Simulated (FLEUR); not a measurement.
# LiCl (Fm-3m) in FLEUR: a series of runs

Runs on LiCl. Level: PBEsol. Tasks: band structure, equation of state.

Everything below comes from runs of FLEUR MaX-R8.1 (later development tree). Logs are shortened: lines on timing, memory, paths and dates and some standing lists are left out, and cuts for length are marked.

## (1) Starting point

It takes space group Fm-3m (No. 225, cubic). Conventional cell: a = 5.130 Å, b = 5.130 Å, c = 5.130 Å, α = 90.00°, β = 90.00°, γ = 90.00°. Around Cl (site symmetry m-3m) lie 6 Li at 2.56 Å. Li (site symmetry m-3m) is surrounded by 6 Cl at 2.56 Å.

## (2) Band structure, PBEsol

File inp.xml:

```xml
<?xml version="1.0" encoding="UTF-8" standalone="no"?>
<fleurInput fleurInputVersion="0.39">
   <comment>
      LiCl                                                                                                
   </comment>
   <calculationSetup>
      <cutoffs Kmax="4.1" Gmax="12.7" GmaxXC="12.7" numbands="0"/>
      <scfLoop itmax="60" minDistance="0.00001" maxIterBroyd="15" imix="Anderson" alpha="0.05" precondParam="0.0" spinf="2.0" sdNocoIR="T"/>
      <coreElectrons ctail="T" frcor="F" kcrel="0" coretail_lmax="0"/>
      <xcFunctional name="PBEs" relativisticCorrections="F"/>
      <magnetism jspins="1"/>
      <soc l_soc="F" theta="0.0" phi="0.0" spav="F"/>
      <expertModes spex="0" secvar="F"/>
      <geometryOptimization l_f="F" forcealpha="1.0" forcemix="BFGS" epsdisp="0.00001" epsforce="0.00001"/>
      <ldaU l_linMix="F" mixParam="0.05" spinf="1.0"/>
   </calculationSetup>
   <cell>
      <bzIntegration valenceElectrons="10.0" mode="hist" fermiSmearingEnergy="0.00183747">
         <kPointListSelection listName="default-1"/>
         <!-- k-points included here -->
         <xi:include xmlns:xi="http://www.w3.org/2001/XInclude" href="kpts.xml"> </xi:include>
      </bzIntegration>
      <!-- symmetry operations included here -->
      <xi:include xmlns:xi="http://www.w3.org/2001/XInclude" href="sym.xml"> </xi:include>
      <bulkLattice scale="1.0">
         <bravaisMatrix>
            <row-1>    0.0000000000000000     4.8467128725903423     4.8467128725903423</row-1>
            <row-2>    4.8467128725903423     0.0000000000000000     4.8467128725903423</row-2>
            <row-3>    4.8467128725903423     4.8467128725903423     0.0000000000000000</row-3>
         </bravaisMatrix>
      </bulkLattice>
   </cell>
   <atomSpecies>
      <species name="Chlorine (Cl)" element="Cl" atomicNumber="17">
         <mtSphere radius="2.4" gridPoints="793" logIncrement="0.015"/>
         <atomicCutoffs lmax="10" lnonsphr="8"/>
         <electronConfig flipSpins="F">
            <coreConfig>(1s1/2) (2s1/2) (2p1/2) (2p3/2)</coreConfig>
            <valenceConfig>(3s1/2) (3p1/2) (3p3/2)</valenceConfig>
            <stateOccupation state="(3p1/2)" spinUp="0.833333" spinDown="0.833333"/>
            <stateOccupation state="(3p3/2)" spinUp="1.666667" spinDown="1.666667"/>
         </electronConfig>
         <energyParameters s="3" p="3" d="3" f="4"/>
         <lo type="SCLO" l="0" n="3" eDeriv="2"/>
         <lo type="SCLO" l="1" n="3" eDeriv="2"/>
         <lo type="SCLO" l="2" n="3" eDeriv="2"/>
         <lo type="SCLO" l="3" n="4" eDeriv="2"/>
      </species>
      <species name="Lithium (Li)" element="Li" atomicNumber="3">
         <mtSphere radius="2.08" gridPoints="687" logIncrement="0.014"/>
         <atomicCutoffs lmax="8" lnonsphr="6"/>
         <electronConfig flipSpins="F">
            <coreConfig></coreConfig>
            <valenceConfig>(1s1/2) (2s1/2)</valenceConfig>
            <stateOccupation state="(2s1/2)" spinUp="0.500000" spinDown="0.500000"/>
         </electronConfig>
         <energyParameters s="2" p="2" d="3" f="4"/>
         <lo type="SCLO" l="0" n="1" eDeriv="0"/>
         <lo type="SCLO" l="1" n="2" eDeriv="2"/>
         <lo type="SCLO" l="2" n="3" eDeriv="2"/>
      </species>
   </atomSpecies>
   <atomGroups>
      <atomGroup species="Chlorine (Cl)">
         <relPos label="                   1">1.000/2.000 1.000/2.000 1.000/2.000</relPos>
         <force calculate="T" relaxXYZ="TTT"/>
      </atomGroup>
      <atomGroup species="Lithium (Li)">
         <relPos label="                   2">.0000000000 .0000000000 .0000000000</relPos>
         <force calculate="T" relaxXYZ="TTT"/>
      </atomGroup>
   </atomGroups>
   <output dos="F" band="F" slice="F">
      <checks vchk="F" cdinf="F"/>
      <bandDOS minEnergy="-.5*Htr" maxEnergy="0.5*Htr" sigma="0.015" storeEVData="T"/>
      <vacuumDOS vacdos="F" integ="F" star="F" nstars="0" locx1="0.0" locy1="0.0" locx2="0.0" locy2="0.0" nstm="0" tworkf="0.0"/>
      <unfoldingBand unfoldBand="F" supercellX="1" supercellY="1" supercellZ="1"/>
      <plotting iplot="0" polar="F">
         <plot TwoD="T" vec1="  1.0  0.0  0.0" vec2="  0.0  1.0  0.0" vec3="  0.0  0.0  1.0" zero="  0.0  0.0  0.0" file="plot"/>
      </plotting>
      <chargeDensitySlicing numkpt="0" minEigenval="0.0" maxEigenval="0.0" nnne="0" pallst="F"/>
      <specialOutput eonly="F"/>
      <moessbauerParams electricFieldGradient="T" isomerShift="T" coreHyperfine="T" valenceHyperfine="T"/>
      <magneticCircularDichroism mcd="F" energyLo="-10.0" energyUp="0.0"/>
   </output>
  <!-- We include the file relax.xml here to enable relaxations (see documentation) -->
  <xi:include xmlns:xi="http://www.w3.org/2001/XInclude" href="relax.xml"> <xi:fallback/> </xi:include>
</fleurInput>
```

File crystal.txt:

```
LiCl
&input cartesian=F /
0.0000000000  2.5647700000  2.5647700000
2.5647700000  0.0000000000  2.5647700000
2.5647700000  2.5647700000  0.0000000000
1.8897261246
1.0 1.0 1.0

2
17 0.5000000000  0.5000000000  0.5000000000
3 0.0000000000  0.0000000000  0.0000000000

&kpt div1=9 div2=9 div3=9 gamma=T /
```

File inp.xml (bands):

```
<?xml version="1.0" encoding="UTF-8" standalone="no"?>
<fleurInput fleurInputVersion="0.39">
   <comment>
      LiCl                                                                                                
   </comment>
   <calculationSetup>
      <cutoffs Kmax="4.1" Gmax="12.7" GmaxXC="12.7" numbands="0"/>
      <scfLoop itmax="60" minDistance="0.00001" maxIterBroyd="15" imix="Anderson" alpha="0.05" precondParam="0.0" spinf="2.0" sdNocoIR="T"/>
      <coreElectrons ctail="T" frcor="F" kcrel="0" coretail_lmax="0"/>
      <xcFunctional name="PBEs" relativisticCorrections="F"/>
      <magnetism jspins="1"/>
      <soc l_soc="F" theta="0.0" phi="0.0" spav="F"/>
      <expertModes spex="0" secvar="F"/>
      <geometryOptimization l_f="F" forcealpha="1.0" forcemix="BFGS" epsdisp="0.00001" epsforce="0.00001"/>
      <ldaU l_linMix="F" mixParam="0.05" spinf="1.0"/>
   </calculationSetup>
   <cell>
      <bzIntegration valenceElectrons="10.0" mode="hist" fermiSmearingEnergy="0.00183747">
         <kPointListSelection listName="path-1"/>
         <!-- k-points included here -->
         <xi:include xmlns:xi="http://www.w3.org/2001/XInclude" href="kpts.xml"> </xi:include>
      </bzIntegration>
      <!-- symmetry operations included here -->
      <xi:include xmlns:xi="http://www.w3.org/2001/XInclude" href="sym.xml"> </xi:include>
      <bulkLattice scale="1.0">
         <bravaisMatrix>
            <row-1>    0.0000000000000000     4.8467128725903423     4.8467128725903423</row-1>
            <row-2>    4.8467128725903423     0.0000000000000000     4.8467128725903423</row-2>
            <row-3>    4.8467128725903423     4.8467128725903423     0.0000000000000000</row-3>
         </bravaisMatrix>
      </bulkLattice>
   </cell>
   <atomSpecies>
      <species name="Chlorine (Cl)" element="Cl" atomicNumber="17">
         <mtSphere radius="2.4" gridPoints="793" logIncrement="0.015"/>
         <atomicCutoffs lmax="10" lnonsphr="8"/>
         <electronConfig flipSpins="F">
            <coreConfig>(1s1/2) (2s1/2) (2p1/2) (2p3/2)</coreConfig>
            <valenceConfig>(3s1/2) (3p1/2) (3p3/2)</valenceConfig>
            <stateOccupation state="(3p1/2)" spinUp="0.833333" spinDown="0.833333"/>
            <stateOccupation state="(3p3/2)" spinUp="1.666667" spinDown="1.666667"/>
         </electronConfig>
         <energyParameters s="3" p="3" d="3" f="4"/>
         <lo type="SCLO" l="0" n="3" eDeriv="2"/>
         <lo type="SCLO" l="1" n="3" eDeriv="2"/>
         <lo type="SCLO" l="2" n="3" eDeriv="2"/>
         <lo type="SCLO" l="3" n="4" eDeriv="2"/>
      </species>
      <species name="Lithium (Li)" element="Li" atomicNumber="3">
         <mtSphere radius="2.08" gridPoints="687" logIncrement="0.014"/>
         <atomicCutoffs lmax="8" lnonsphr="6"/>
         <electronConfig flipSpins="F">
            <coreConfig></coreConfig>
            <valenceConfig>(1s1/2) (2s1/2)</valenceConfig>
            <stateOccupation state="(2s1/2)" spinUp="0.500000" spinDown="0.500000"/>
         </electronConfig>
         <energyParameters s="2" p="2" d="3" f="4"/>
         <lo type="SCLO" l="0" n="1" eDeriv="0"/>
         <lo type="SCLO" l="1" n="2" eDeriv="2"/>
         <lo type="SCLO" l="2" n="3" eDeriv="2"/>
      </species>
   </atomSpecies>
   <atomGroups>
      <atomGroup species="Chlorine (Cl)">
         <relPos label="                   1">1.000/2.000 1.000/2.000 1.000/2.000</relPos>
         <force calculate="T" relaxXYZ="TTT"/>
      </atomGroup>
      <atomGroup species="Lithium (Li)">
         <relPos label="                   2">.0000000000 .0000000000 .0000000000</relPos>
         <force calculate="T" relaxXYZ="TTT"/>
      </atomGroup>
   </atomGroups>
   <output dos="F" band="T" slice="F">
      <checks vchk="F" cdinf="F"/>
      <bandDOS minEnergy="-.5*Htr" maxEnergy="0.5*Htr" sigma="0.015" storeEVData="T"/>
      <vacuumDOS vacdos="F" integ="F" star="F" nstars="0" locx1="0.0" locy1="0.0" locx2="0.0" locy2="0.0" nstm="0" tworkf="0.0"/>
      <unfoldingBand unfoldBand="F" supercellX="1" supercellY="1" supercellZ="1"/>
      <plotting iplot="0" polar="F">
         <plot TwoD="T" vec1="  1.0  0.0  0.0" vec2="  0.0  1.0  0.0" vec3="  0.0  0.0  1.0" zero="  0.0  0.0  0.0" file="plot"/>
      </plotting>
      <chargeDensitySlicing numkpt="0" minEigenval="0.0" maxEigenval="0.0" nnne="0" pallst="F"/>
      <specialOutput eonly="F"/>
      <moessbauerParams electricFieldGradient="T" isomerShift="T" coreHyperfine="T" valenceHyperfine="T"/>
      <magneticCircularDichroism mcd="F" energyLo="-10.0" energyUp="0.0"/>
   </output>
  <!-- We include the file relax.xml here to enable relaxations (see documentation) -->
  <xi:include xmlns:xi="http://www.w3.org/2001/XInclude" href="relax.xml"> <xi:fallback/> </xi:include>
</fleurInput>
```

Potentials or basis: all-electron, FLAPW.

Command:

```console
$ inpgen -f crystal.txt -profile fastHighL
$ # inp.xml edited to the form shown
$ fleur_MPI
$ fleur_MPI   # second run, on inp.xml (bands)
```

What it wrote:

```text
Welcome to FLEUR        (www.flapw.de)
      MaX-Release 8.1          (www.max-centre.eu)

 ========== k-point set info ==========
 Selected k-point list: default-1
 k-point list type: mesh
 9 x 9 x 9
 Number of k points: 35

 ------------Calculation Setup---------------------------
 Number of MPI-tasks      :            1
 Number of PE/node        :            1
 Number of OMP-threads    :            1
 Most efficient MPI parallelization for:
           1           5           7          35
 Additional eigenvalue parallelization possible
 Number of basis functions:          339
 Approximate size of matrices (H+S) per k-point:         0.002 GB
 --------------------------------------------------------
Nuclear radius smaller than smallest radial mesh point for atom type 2 -- skipping its core isomer shift
Nuclear radius smaller than smallest radial mesh point for atom type 2 -- skipping its isomer shift
 Iteration:     1   Distance:       3.57937898 me/bohr^3
Nuclear radius smaller than smallest radial mesh point for atom type 2 -- skipping its core isomer shift
Nuclear radius smaller than smallest radial mesh point for atom type 2 -- skipping its isomer shift
 Iteration:     2   Distance:       3.25376374 me/bohr^3
Nuclear radius smaller than smallest radial mesh point for atom type 2 -- skipping its core isomer shift
Nuclear radius smaller than smallest radial mesh point for atom type 2 -- skipping its isomer shift
 Iteration:     3   Distance:       1.35088492 me/bohr^3
Nuclear radius smaller than smallest radial mesh point for atom type 2 -- skipping its core isomer shift
Nuclear radius smaller than smallest radial mesh point for atom type 2 -- skipping its isomer shift
 Iteration:     4   Distance:       0.35884401 me/bohr^3
Nuclear radius smaller than smallest radial mesh point for atom type 2 -- skipping its core isomer shift
Nuclear radius smaller than smallest radial mesh point for atom type 2 -- skipping its isomer shift
 Iteration:     5   Distance:       0.26071340 me/bohr^3
Nuclear radius smaller than smallest radial mesh point for atom type 2 -- skipping its core isomer shift
Nuclear radius smaller than smallest radial mesh point for atom type 2 -- skipping its isomer shift
 Iteration:     6   Distance:       0.04481520 me/bohr^3
Nuclear radius smaller than smallest radial mesh point for atom type 2 -- skipping its core isomer shift
Nuclear radius smaller than smallest radial mesh point for atom type 2 -- skipping its isomer shift
 Iteration:     7   Distance:       0.03916368 me/bohr^3
Nuclear radius smaller than smallest radial mesh point for atom type 2 -- skipping its core isomer shift
Nuclear radius smaller than smallest radial mesh point for atom type 2 -- skipping its isomer shift
 Iteration:     8   Distance:       0.00598380 me/bohr^3
Nuclear radius smaller than smallest radial mesh point for atom type 2 -- skipping its core isomer shift
Nuclear radius smaller than smallest radial mesh point for atom type 2 -- skipping its isomer shift
 Iteration:     9   Distance:       0.00640592 me/bohr^3
Nuclear radius smaller than smallest radial mesh point for atom type 2 -- skipping its core isomer shift
Nuclear radius smaller than smallest radial mesh point for atom type 2 -- skipping its isomer shift
 Iteration:    10   Distance:       0.00057601 me/bohr^3
Nuclear radius smaller than smallest radial mesh point for atom type 2 -- skipping its core isomer shift
Nuclear radius smaller than smallest radial mesh point for atom type 2 -- skipping its isomer shift
 Iteration:    11   Distance:       0.00030005 me/bohr^3
Nuclear radius smaller than smallest radial mesh point for atom type 2 -- skipping its core isomer shift
Nuclear radius smaller than smallest radial mesh point for atom type 2 -- skipping its isomer shift
 Iteration:    12   Distance:       0.00001105 me/bohr^3
Nuclear radius smaller than smallest radial mesh point for atom type 2 -- skipping its core isomer shift
Nuclear radius smaller than smallest radial mesh point for atom type 2 -- skipping its isomer shift
 Iteration:    13   Distance:       0.00000044 me/bohr^3

 ********************************************************************
 Run finished successfully
 Stop message:
   all done
 ********************************************************************
```

It took 18 s on 1 thread of Arm Neoverse V2, shared host; peak memory 0.06 GiB.

Results:

| Property | Result |
| --- | --- |
| Free energy | -12746.0767 eV |
| Band gap on the k mesh | 6.13 eV, direct |
| Band gap along the path | 6.12 eV, direct |
| Valence electrons inside the program's atomic spheres | Cl 6.19; Li 2.21 (radii Cl 2.4, Li 2.08 bohr) |

Levels at the corners of the path, in eV from the valence-band top:
```
point  band 3  band 4  band 5  band 6  band 7  band 8
    Γ    0.00    0.00    0.00    6.12   11.65   11.65
    X   -2.96   -1.13   -1.13    7.70    8.03   12.27
    W   -2.17   -2.17   -1.09    9.38    9.98   10.21
    K   -2.54   -1.82   -0.85    7.88    9.73   11.25
    Γ    0.00    0.00    0.00    6.12   11.65   11.65
    L   -2.88   -0.27   -0.27    6.54    9.32    9.32
    U   -2.54   -1.82   -0.85    7.88    9.73   11.25
    W   -2.17   -2.17   -1.09    9.38    9.98   10.21
    L   -2.88   -0.27   -0.27    6.54    9.32    9.32
    K   -2.54   -1.82   -0.85    7.88    9.73   11.25
    U   -2.54   -1.82   -0.85    7.88    9.73   11.25
    X   -2.96   -1.13   -1.13    7.70    8.03   12.27
```

Core levels (eV from the Fermi level):
| atom | levels |
| --- | --- |
| 1 Cl | 1s1/2 -2737.6, 2s1/2 -243.3, 2p1/2 -183.7, 2p3/2 -182.0 |

## (3) Equation of state, PBEsol, 15.86 Å³/atom (volume scaled by 0.94)

inp.xml, as its differences from that of step 2:

```diff
@@ -6,3 +6,3 @@
    <calculationSetup>
-      <cutoffs Kmax="4.1" Gmax="12.7" GmaxXC="12.7" numbands="0"/>
+      <cutoffs Kmax="4.21" Gmax="13.0" GmaxXC="13.0" numbands="0"/>
       <scfLoop itmax="60" minDistance="0.00001" maxIterBroyd="15" imix="Anderson" alpha="0.05" precondParam="0.0" spinf="2.0" sdNocoIR="T"/>
@@ -24,3 +24,3 @@
       <xi:include xmlns:xi="http://www.w3.org/2001/XInclude" href="sym.xml"> </xi:include>
-      <bulkLattice scale="1.0">
+      <bulkLattice scale="0.9795861087">
          <bravaisMatrix>
@@ -34,3 +34,3 @@
       <species name="Chlorine (Cl)" element="Cl" atomicNumber="17">
-         <mtSphere radius="2.4" gridPoints="793" logIncrement="0.015"/>
+         <mtSphere radius="2.33" gridPoints="793" logIncrement="0.015"/>
          <atomicCutoffs lmax="10" lnonsphr="8"/>
@@ -49,3 +49,3 @@
       <species name="Lithium (Li)" element="Li" atomicNumber="3">
-         <mtSphere radius="2.08" gridPoints="687" logIncrement="0.014"/>
+         <mtSphere radius="2.02" gridPoints="687" logIncrement="0.014"/>
          <atomicCutoffs lmax="8" lnonsphr="6"/>
```

Potentials or basis: all-electron, FLAPW.

Command:

```console
$ inpgen -f crystal.txt -profile fastHighL
$ # inp.xml edited to the form shown
$ fleur_MPI
```

It took 16 s on 1 thread of Arm Neoverse V2, shared host; peak memory 0.08 GiB.

It converged, with:

* Free energy: -12746.0801 eV
* Band gap on the k mesh: 6.49 eV, direct
* Valence electrons inside the program's atomic spheres: Cl 6.05; Li 2.22 (radii Cl 2.33, Li 2.02 bohr)

Caveat: an odd mesh through Γ misses points on the zone boundary, where band edges often lie.

## (4) Equation of state, PBEsol, 16.20 Å³/atom (volume scaled by 0.96)

inp.xml, as its differences from that of step 3:

```diff
@@ -24,3 +24,3 @@
       <xi:include xmlns:xi="http://www.w3.org/2001/XInclude" href="sym.xml"> </xi:include>
-      <bulkLattice scale="0.9795861087">
+      <bulkLattice scale="0.9864848297">
          <bravaisMatrix>
```

Command:

```console
$ inpgen -f crystal.txt -profile fastHighL
$ # inp.xml edited to the form shown
$ fleur_MPI
```

It took 16 s on 1 thread of Arm Neoverse V2, shared host; peak memory 0.08 GiB.

It converged, with:

```yaml
Free_energy: -12746.0820 eV
Band_gap_on_the_k_mesh: 6.36 eV, direct
Valence_electrons_inside_the_program's_atomic_spheres: Cl 6.04; Li 2.20 (radii Cl 2.33, Li 2.02 bohr)
```

Caveat: an odd mesh through Γ misses points on the zone boundary, where band edges often lie.

## (5) Equation of state, PBEsol, 16.87 Å³/atom

inp.xml, as its differences from that of step 4:

```diff
@@ -24,3 +24,3 @@
       <xi:include xmlns:xi="http://www.w3.org/2001/XInclude" href="sym.xml"> </xi:include>
-      <bulkLattice scale="0.9864848297">
+      <bulkLattice scale="1.0000000000">
          <bravaisMatrix>
```

Command:

```console
$ inpgen -f crystal.txt -profile fastHighL
$ # inp.xml edited to the form shown
$ fleur_MPI
```

Run time: 17 s. Hardware: 1 thread of Arm Neoverse V2, shared host; peak memory 0.08 GiB.

It converged, with:

```
Free energy                                           : -12746.0768 eV
Band gap on the k mesh                                : 6.13 eV, direct
Valence electrons inside the program's atomic spheres : Cl 6.03; Li 2.19 (radii Cl 2.33, Li 2.02 bohr)
```

Caveat: an odd mesh through Γ misses points on the zone boundary, where band edges often lie.

## (6) Equation of state, PBEsol, 17.55 Å³/atom (volume scaled by 1.04)

inp.xml, as its differences from that of step 5:

```diff
@@ -24,3 +24,3 @@
       <xi:include xmlns:xi="http://www.w3.org/2001/XInclude" href="sym.xml"> </xi:include>
-      <bulkLattice scale="1.0000000000">
+      <bulkLattice scale="1.0131594038">
          <bravaisMatrix>
```

Potentials or basis: all-electron, FLAPW.

Command:

```console
$ inpgen -f crystal.txt -profile fastHighL
$ # inp.xml edited to the form shown
$ fleur_MPI
```

Wall time 18 s (1 thread of Arm Neoverse V2, shared host); peak memory 0.08 GiB.

Results (log left out):

```yaml
Free_energy: -12746.0616 eV
Band_gap_on_the_k_mesh: 5.91 eV, direct
Valence_electrons_inside_the_program's_atomic_spheres: Cl 6.02; Li 2.17 (radii Cl 2.33, Li 2.02 bohr)
```

Caveat: an odd mesh through Γ misses points on the zone boundary, where band edges often lie.

## (7) Equation of state, PBEsol, 17.88 Å³/atom (volume scaled by 1.06)

inp.xml, as its differences from that of step 6:

```diff
@@ -24,3 +24,3 @@
       <xi:include xmlns:xi="http://www.w3.org/2001/XInclude" href="sym.xml"> </xi:include>
-      <bulkLattice scale="1.0131594038">
+      <bulkLattice scale="1.0196128224">
          <bravaisMatrix>
```

Command:

```console
$ inpgen -f crystal.txt -profile fastHighL
$ # inp.xml edited to the form shown
$ fleur_MPI
```

It took 18 s on 1 thread of Arm Neoverse V2, shared host; peak memory 0.08 GiB.

Results (log left out):

```yaml
Free_energy: -12746.0509 eV
Band_gap_on_the_k_mesh: 5.81 eV, direct
Valence_electrons_inside_the_program's_atomic_spheres: Cl 6.01; Li 2.16 (radii Cl 2.33, Li 2.02 bohr)
```

Caveat: an odd mesh through Γ misses points on the zone boundary, where band edges often lie.

## (8) Equation of state, PBEsol

No new run: the results of the series are fitted here.

What came out:

```yaml
Equilibrium_volume: 16.23 Å³/atom
Bulk_modulus: 35 GPa
Pressure_derivative_of_the_bulk_modulus: "4.3 (rough: it moves with the points fitted)"
```

Energy against volume, from the lowest point:
```csv
volume (Å³/atom),energy (meV/atom)
15.859,0.95
16.196,0.00
16.871,2.59
17.546,10.18
17.883,15.54
```
